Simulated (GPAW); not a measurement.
# MgO2 (Pa-3) in GPAW: elastic constants with PBEsol+D3

Aim: the elastic constants of MgO2 with PBEsol+D3.

Everything below comes from runs of GPAW 26.7.0. Logs are shortened: lines on timing, memory, paths and dates and some standing lists are left out, and cuts for length are marked. The log counts tension as positive stress, the text compression.

**1. The structure**

It takes space group Pa-3 (No. 205, cubic). Conventional cell: a = 4.829 Å, b = 4.829 Å, c = 4.829 Å, α = 90.00°, β = 90.00°, γ = 90.00°. Around Mg (site symmetry -3) lie 6 O at 2.07 Å. O (site symmetry 3) has 1 O at 1.50 Å as nearest neighbours.

The cell is a database's computed one.

**2. Elastic constants, PBEsol+D3, 9.38 Å³/atom**

Contents of run.py:

```python
import json
import numpy as np
import spglib
from ase import Atoms
from ase.calculators.mixing import SumCalculator
from ase.constraints import FixSymmetry
from ase.filters import FrechetCellFilter
from ase.io import write
from ase.optimize import BFGS
from ase.stress import full_3x3_to_voigt_6_stress, voigt_6_to_full_3x3_strain, voigt_6_to_full_3x3_stress
from ase.units import GPa
from dftd3.ase import DFTD3
from gpaw import GPAW, PW, setup_paths

setup_paths.insert(0, '.')

atoms = Atoms(['Mg', 'Mg', 'Mg', 'Mg', 'O', 'O', 'O', 'O', 'O', 'O', 'O', 'O'],
              cell=[[4.82861247, 0.0, 0.0],
                    [0.0, 4.82861247, 0.0],
                    [0.0, 0.0, 4.82861247]],
              scaled_positions=[[0.0, 0.0, 0.0],
                                [0.5, 0.0, 0.5],
                                [0.5, 0.5, 0.0],
                                [0.0, 0.5, 0.5],
                                [0.58942444, 0.91057556, 0.08942444],
                                [0.91057556, 0.08942444, 0.58942444],
                                [0.08942444, 0.58942444, 0.91057556],
                                [0.41057556, 0.41057556, 0.41057556],
                                [0.58942444, 0.58942444, 0.58942444],
                                [0.91057556, 0.41057556, 0.08942444],
                                [0.08942444, 0.91057556, 0.41057556],
                                [0.41057556, 0.08942444, 0.91057556]],
              pbc=True)

calc = GPAW(mode=PW(800),
            xc='PBEsol',
            kpts={'size': (4, 4, 4), 'gamma': True},
            occupations={'name': 'fermi-dirac', 'width': 0.05},
            nbands=71,
            convergence={'density': 1e-06, 'eigenstates': 1e-09},
            maxiter=150,
            txt='gpaw.txt')
atoms.calc = SumCalculator([calc, DFTD3(method='pbesol', damping='d3zero')])
atoms.set_constraint(FixSymmetry(atoms))
BFGS(FrechetCellFilter(atoms), trajectory='relax.traj', logfile='-').run(fmax=0.005, steps=40)
atoms.set_constraint()
energy = atoms.get_potential_energy()
forces = atoms.get_forces()
stress = atoms.get_stress()
calc.write('gs.gpw')
write('result.traj', atoms)
print('Cell:', atoms.cell.cellpar().round(4))
print(atoms.get_scaled_positions().round(5))

gpts = tuple(int(n) for n in calc.get_number_of_grid_points())
cell = atoms.cell[:].T
dataset = spglib.get_symmetry((atoms.cell[:], atoms.get_scaled_positions(), atoms.numbers), symprec=1e-4)
rotations = [cell @ w @ np.linalg.inv(cell) for w in dataset['rotations']]
strains, clamped, relaxed = [], [], []
for v in [0, 3]:
    for e in (-0.005, 0.005):
        voigt = np.zeros(6)
        voigt[v] = e
        F = voigt_6_to_full_3x3_strain(voigt)
        a = atoms.copy()
        a.set_cell(atoms.cell[:] @ F, scale_atoms=True)
        c = GPAW(mode=PW(800),
                 xc='PBEsol',
                 kpts={'size': (4, 4, 4), 'gamma': True},
                 occupations={'name': 'fermi-dirac', 'width': 0.05},
                 nbands=71,
                 convergence={'density': 1e-06, 'eigenstates': 1e-09},
                 maxiter=150,
                 gpts=gpts,
                 txt=f'strain-{v}{e:+.3f}.txt')
        a.calc = SumCalculator([c, DFTD3(method='pbesol', damping='d3zero')])
        s0 = s1 = a.get_stress() - stress
        BFGS(a, logfile=None).run(fmax=0.003, steps=25)
        s1 = a.get_stress() - stress
        print(v, e, 'clamped', (s0 / GPa).round(3), 'relaxed', (s1 / GPa).round(3), flush=True)
        for R in rotations:  # images under the point group
            eps = R @ (F - np.eye(3)) @ R.T
            strains.append(full_3x3_to_voigt_6_stress(eps) * [1, 1, 1, 2, 2, 2])
            for s, rows in ((s0, clamped), (s1, relaxed)):
                rows.append(full_3x3_to_voigt_6_stress(R @ voigt_6_to_full_3x3_stress(s) @ R.T))

C0, C = (np.linalg.lstsq(np.array(strains), np.array(s), rcond=None)[0].T / GPa for s in (clamped, relaxed))
print('Clamped-ion Cij (GPa):')
print(C0.round(1))
print('Relaxed-ion Cij (GPa):')
print(C.round(1))
json.dump({'clamped': C0.tolist(), 'relaxed': C.tolist()}, open('elastic.json', 'w'))
```

Potentials or basis: PAW data sets generated in the run's folder for this functional, pw.

The run is started by

```
gpaw-setup -f PBEsol Mg O
OMP_NUM_THREADS=1 python run.py
```

gpaw.txt:

```text
__  _  _
 | _ |_)|_||  |
 |__||  | ||/\| - 26.7.0

Input parameters:
  mode=PW(ecut=800.0),
  convergence={'density': 1e-06, 'eigenstates': 1e-09},
  kpts=MonkhorstPack(size=(4, 4, 4), gamma=True),
  maxiter=150,
  nbands=71,
  occupations=Occupations(name='fermi-dirac', width=0.05),
  xc=XC(name='PBEsol')

Diagonalizing LCAO Hamiltonian
Converting LCAO to pw mode
    .-----------.
   /|           |
  / O           |
 *  | O         |
 | MgO    O     |
 |  |  O    O   |
 |  .--Mg--O----.
 | /     Mg  O /
 |/           /
 Mg----------*

Atoms  # Å, Bohr magnetons
|    | symbol |        x |        y |        z |    initial magnetic moments |
|----|--------|----------|----------|----------|-----------------------------|
|  0 |     Mg | 0.000000 | 0.000000 | 0.000000 | ( 0.0000,  0.0000,  0.0000) |
|  1 |     Mg | 2.414306 | 0.000000 | 2.414306 | ( 0.0000,  0.0000,  0.0000) |
|  2 |     Mg | 2.414306 | 2.414306 | 0.000000 | ( 0.0000,  0.0000,  0.0000) |
|  3 |     Mg | 0.000000 | 2.414306 | 2.414306 | ( 0.0000,  0.0000,  0.0000) |
|  4 |      O | 2.846102 | 4.396817 | 0.431796 | ( 0.0000,  0.0000,  0.0000) |
|  5 |      O | 4.396817 | 0.431796 | 2.846102 | ( 0.0000,  0.0000,  0.0000) |
|  6 |      O | 0.431796 | 2.846102 | 4.396817 | ( 0.0000,  0.0000,  0.0000) |
|  7 |      O | 1.982510 | 1.982510 | 1.982510 | ( 0.0000,  0.0000,  0.0000) |
|  8 |      O | 2.846102 | 2.846102 | 2.846102 | ( 0.0000,  0.0000,  0.0000) |
|  9 |      O | 4.396817 | 1.982510 | 0.431796 | ( 0.0000,  0.0000,  0.0000) |
| 10 |      O | 0.431796 | 4.396817 | 1.982510 | ( 0.0000,  0.0000,  0.0000) |
| 11 |      O | 1.982510 | 0.431796 | 4.396817 | ( 0.0000,  0.0000,  0.0000) |

Unit cell  # Å
| periodic |        x |        y |        z |  lengths |    angles |
|----------|----------|----------|----------|----------|-----------|
|      yes | 4.828612 | 0.000000 | 0.000000 | 4.828612 | 90.000000 |
|      yes | 0.000000 | 4.828612 | 0.000000 | 4.828612 | 90.000000 |
|      yes | 0.000000 | 0.000000 | 4.828612 | 4.828612 | 90.000000 |

Number of symmetries: 6
Symmetry operations  # r_c * U_cc + t_c -> r_c
|   | kind |            matrix            |
|---|------|------------------------------|
| 0 |  E   |  1, 0, 0,  0, 1, 0,  0, 0, 1 |
| 1 |  C3  |  0, 1, 0,  0, 0, 1,  1, 0, 0 |
| 2 |  C3  |  0, 0, 1,  1, 0, 0,  0, 1, 0 |
| 3 |  S6  |  0, 0,-1, -1, 0, 0,  0,-1, 0 |
| 4 |  S6  |  0,-1, 0,  0, 0,-1, -1, 0, 0 |
| 5 |  i   | -1, 0, 0,  0,-1, 0,  0, 0,-1 |
[... 131 lines left out ...]
SCF iterations
|iter     | |      energy | eigst |  dens |
|---------|-|-------------|-------|-------|
|iter:   1| |  -76.079101 | +0.45 |       |
|iter:   2| |  -75.361957 | -1.17 | -1.00 |
|iter:   3| |  -71.893482 | -0.94 | -1.04 |
|iter:   4| |  -71.764337 | -2.06 | -1.58 |
|iter:   5| |  -71.765533 | -3.25 | -2.26 |
|iter:   6| |  -71.765879c| -5.05 | -2.91 |
|iter:   7| |  -71.765894c| -6.07 | -3.51 |
|iter:   8| |  -71.765892c| -6.70 | -4.07 |
|iter:   9| |  -71.765893c| -8.26 | -4.75 |
|iter:  10| |  -71.765893c| -9.10c| -5.14 |
|iter:  11| |  -71.765893c| -9.98c| -6.21c|

Converged in 11 steps
Energy contributions relative to reference atoms: (reference = -38022.476817)

Energy contributions:
  Kinetic:          71.698180
  Coulomb:         -64.977344
  Zero:              1.643278
  External:          0.000000
  Xc:              -80.130006
  Entropy:          -0.000000
  Spinorbit:         0.000000
  ----------------------------
  Free energy:     -71.765893
  Extrapolated:    -71.765893
[... 44 lines left out ...]
|----------|----------|----------|
| -0.00000 | -0.00000 |  0.00000 |  # Mg   0
|  0.00000 |  0.00000 |  0.00000 |  # Mg   1
|  0.00000 |  0.00000 |  0.00000 |  # Mg   2
|  0.00000 |  0.00000 |  0.00000 |  # Mg   3
| -0.21455 |  0.21455 | -0.21455 |  # O    4
|  0.21455 | -0.21455 | -0.21455 |  # O    5
| -0.21455 | -0.21455 |  0.21455 |  # O    6
|  0.21455 |  0.21455 |  0.21455 |  # O    7
[... 283 lines left out ...]
|  2 |     Mg |  2.414176 | 2.414176 | 0.000000 | ( 0.0000,  0.0000,  0.0000) |
|  3 |     Mg | -0.000000 | 2.414176 | 2.414176 | ( 0.0000,  0.0000,  0.0000) |
|  4 |      O |  2.841464 | 4.401064 | 0.427288 | ( 0.0000,  0.0000,  0.0000) |
|  5 |      O |  4.401064 | 0.427288 | 2.841464 | ( 0.0000,  0.0000,  0.0000) |
|  6 |      O |  0.427288 | 2.841464 | 4.401064 | ( 0.0000,  0.0000,  0.0000) |
|  7 |      O |  1.986888 | 1.986888 | 1.986888 | ( 0.0000,  0.0000,  0.0000) |
|  8 |      O |  2.841464 | 2.841464 | 2.841464 | ( 0.0000,  0.0000,  0.0000) |
|  9 |      O |  4.401064 | 1.986888 | 0.427288 | ( 0.0000,  0.0000,  0.0000) |
| 10 |      O |  0.427288 | 4.401064 | 1.986888 | ( 0.0000,  0.0000,  0.0000) |
| 11 |      O |  1.986888 | 0.427288 | 4.401064 | ( 0.0000,  0.0000,  0.0000) |

Unit cell  # Å
| periodic |         x |        y |        z |  lengths |    angles |
|----------|-----------|----------|----------|----------|-----------|
|      yes |  4.828352 | 0.000000 | 0.000000 | 4.828352 | 90.000000 |
|      yes | -0.000000 | 4.828352 | 0.000000 | 4.828352 | 90.000000 |
|      yes |  0.000000 | 0.000000 | 4.828352 | 4.828352 | 90.000000 |

Number of symmetries: 6
Symmetry operations  # r_c * U_cc + t_c -> r_c
|   | kind |            matrix            |
|---|------|------------------------------|
| 0 |  E   |  1, 0, 0,  0, 1, 0,  0, 0, 1 |
| 1 |  C3  |  0, 1, 0,  0, 0, 1,  1, 0, 0 |
| 2 |  C3  |  0, 0, 1,  1, 0, 0,  0, 1, 0 |
| 3 |  S6  |  0, 0,-1, -1, 0, 0,  0,-1, 0 |
| 4 |  S6  |  0,-1, 0,  0, 0,-1, -1, 0, 0 |
| 5 |  i   | -1, 0, 0,  0,-1, 0,  0, 0,-1 |
[... 131 lines left out ...]
SCF iterations
|iter     | |      energy | eigst |  dens |
|---------|-|-------------|-------|-------|
|iter:   1| |  -71.809225 | -1.77 |       |
|iter:   2| |  -71.803864 | -3.59 | -2.28 |
|iter:   3| |  -71.778010c| -3.00 | -2.32 |
|iter:   4| |  -71.777701c| -4.50 | -3.04 |
|iter:   5| |  -71.777709c| -5.83 | -3.52 |
|iter:   6| |  -71.777715c| -7.08 | -3.85 |
|iter:   7| |  -71.777715c| -8.88 | -5.08 |
|iter:   8| |  -71.777715c| -9.04c| -5.46 |
|iter:   9| |  -71.777715c| -9.40c| -5.99 |
|iter:  10| |  -71.777715c|-10.22c| -6.68c|

Converged in 10 steps
Energy contributions relative to reference atoms: (reference = -38022.476817)

Energy contributions:
  Kinetic:          73.023686
  Coulomb:         -65.757365
  Zero:              1.645290
  External:          0.000000
  Xc:              -80.689326
  Entropy:           0.000000
  Spinorbit:         0.000000
  ----------------------------
  Free energy:     -71.777715
  Extrapolated:    -71.777715
[... 45 lines left out ...]
|  0.00000 |  0.00000 | -0.00000 |  # Mg   0
|  0.00000 | -0.00000 |  0.00000 |  # Mg   1
|  0.00000 | -0.00000 |  0.00000 |  # Mg   2
|  0.00000 |  0.00000 |  0.00000 |  # Mg   3
| -0.00403 |  0.00403 | -0.00403 |  # O    4
|  0.00403 | -0.00403 | -0.00403 |  # O    5
| -0.00403 | -0.00403 |  0.00403 |  # O    6
|  0.00403 |  0.00403 |  0.00403 |  # O    7
| -0.00403 | -0.00403 | -0.00403 |  # O    8
|  0.00403 |  0.00403 | -0.00403 |  # O    9
| -0.00403 |  0.00403 |  0.00403 |  # O   10
|  0.00403 | -0.00403 |  0.00403 |  # O   11

Interpolating wave functions to new cell

          O

           OO   O
         Mg
             O   OO
             Mg
               Mg  O
       Mg

Atoms  # Å, Bohr magnetons
|    | symbol |         x |        y |        z |    initial magnetic moments |
|----|--------|-----------|----------|----------|-----------------------------|
|  0 |     Mg |  0.000000 | 0.000000 | 0.000000 | ( 0.0000,  0.0000,  0.0000) |
|  1 |     Mg |  2.414188 | 0.000000 | 2.414188 | ( 0.0000,  0.0000,  0.0000) |
|  2 |     Mg |  2.414188 | 2.414188 | 0.000000 | ( 0.0000,  0.0000,  0.0000) |
|  3 |     Mg | -0.000000 | 2.414188 | 2.414188 | ( 0.0000,  0.0000,  0.0000) |
|  4 |      O |  2.841543 | 4.401022 | 0.427355 | ( 0.0000,  0.0000,  0.0000) |
|  5 |      O |  4.401022 | 0.427355 | 2.841543 | ( 0.0000,  0.0000,  0.0000) |
|  6 |      O |  0.427355 | 2.841543 | 4.401022 | ( 0.0000,  0.0000,  0.0000) |
|  7 |      O |  1.986833 | 1.986833 | 1.986833 | ( 0.0000,  0.0000,  0.0000) |
|  8 |      O |  2.841543 | 2.841543 | 2.841543 | ( 0.0000,  0.0000,  0.0000) |
|  9 |      O |  4.401022 | 1.986833 | 0.427355 | ( 0.0000,  0.0000,  0.0000) |
| 10 |      O |  0.427355 | 4.401022 | 1.986833 | ( 0.0000,  0.0000,  0.0000) |
| 11 |      O |  1.986833 | 0.427355 | 4.401022 | ( 0.0000,  0.0000,  0.0000) |

Unit cell  # Å
| periodic |         x |        y |        z |  lengths |    angles |
|----------|-----------|----------|----------|----------|-----------|
|      yes |  4.828376 | 0.000000 | 0.000000 | 4.828376 | 90.000000 |
|      yes | -0.000000 | 4.828376 | 0.000000 | 4.828376 | 90.000000 |
|      yes |  0.000000 | 0.000000 | 4.828376 | 4.828376 | 90.000000 |

Number of symmetries: 6
Symmetry operations  # r_c * U_cc + t_c -> r_c
|   | kind |            matrix            |
|---|------|------------------------------|
| 0 |  E   |  1, 0, 0,  0, 1, 0,  0, 0, 1 |
| 1 |  C3  |  0, 1, 0,  0, 0, 1,  1, 0, 0 |
| 2 |  C3  |  0, 0, 1,  1, 0, 0,  0, 1, 0 |
| 3 |  S6  |  0, 0,-1, -1, 0, 0,  0,-1, 0 |
| 4 |  S6  |  0,-1, 0,  0, 0,-1, -1, 0, 0 |
| 5 |  i   | -1, 0, 0,  0,-1, 0,  0, 0,-1 |
[... 131 lines left out ...]
SCF iterations
|iter     | |      energy | eigst |  dens |
|---------|-|-------------|-------|-------|
|iter:   1| |  -71.776701 | -4.55 |       |
|iter:   2| |  -71.776797 | -6.51 | -3.19 |
|iter:   3| |  -71.777667c| -5.56 | -3.22 |
|iter:   4| |  -71.777711c| -7.22 | -3.87 |
|iter:   5| |  -71.777721c| -8.15 | -4.21 |
|iter:   6| |  -71.777722c| -9.06c| -4.73 |
|iter:   7| |  -71.777722c| -9.89c| -5.86 |
|iter:   8| |  -71.777722c|-10.36c| -6.31c|

Converged in 8 steps
Energy contributions relative to reference atoms: (reference = -38022.476817)

Energy contributions:
  Kinetic:          72.999150
  Coulomb:         -65.742155
  Zero:              1.645260
  External:          0.000000
  Xc:              -80.679978
  Entropy:          -0.000000
  Spinorbit:         0.000000
  ----------------------------
  Free energy:     -71.777722
  Extrapolated:    -71.777722
[... 43 lines left out ...]
|        x |        y |        z |
|----------|----------|----------|
|  0.00000 |  0.00000 |  0.00000 |  # Mg   0
|  0.00000 |  0.00000 |  0.00000 |  # Mg   1
|  0.00000 |  0.00000 | -0.00000 |  # Mg   2
|  0.00000 |  0.00000 | -0.00000 |  # Mg   3
| -0.00724 |  0.00724 | -0.00724 |  # O    4
|  0.00724 | -0.00724 | -0.00724 |  # O    5
| -0.00724 | -0.00724 |  0.00724 |  # O    6
|  0.00724 |  0.00724 |  0.00724 |  # O    7
| -0.00724 | -0.00724 | -0.00724 |  # O    8
|  0.00724 |  0.00724 | -0.00724 |  # O    9
| -0.00724 |  0.00724 |  0.00724 |  # O   10
|  0.00724 | -0.00724 |  0.00724 |  # O   11

# Writing to gs.gpw (mode='')
```

Run time: 65 min. Hardware: 1 thread of Arm Neoverse V2, shared host; peak memory 1.8 GiB.

Results:

```
Free energy                                  : -73.1587 eV
Relaxed volume                               : 9.38 Å³/atom
Relaxed cell                                 : a = 4.828 Å, b = 4.828 Å, c = 4.828 Å, α = 90.00°, β = 90.00°, γ = 90.00°
Space group after relaxing (to 0.05 Å)       : Pa-3 (No. 205)
Pressure after relaxing                      : 0.1 GPa
Band gap on the k mesh                       : 4.00 eV, indirect (least direct gap 4.21 eV)
Elastic constants C11, C12, C44              : 259, 79, 84 GPa
Voigt bulk modulus                           : 139 GPa
Bulk modulus (Hill)                          : 139 GPa
Shear modulus (Hill)                         : 86 GPa
Young's modulus                              : 214 GPa
Poisson's ratio (from the elastic constants) : 0.24
Dispersion energy per atom                   : -0.115 eV
```

Caveat: the density grid can change from cell to cell, which puts small steps into energies and stress.
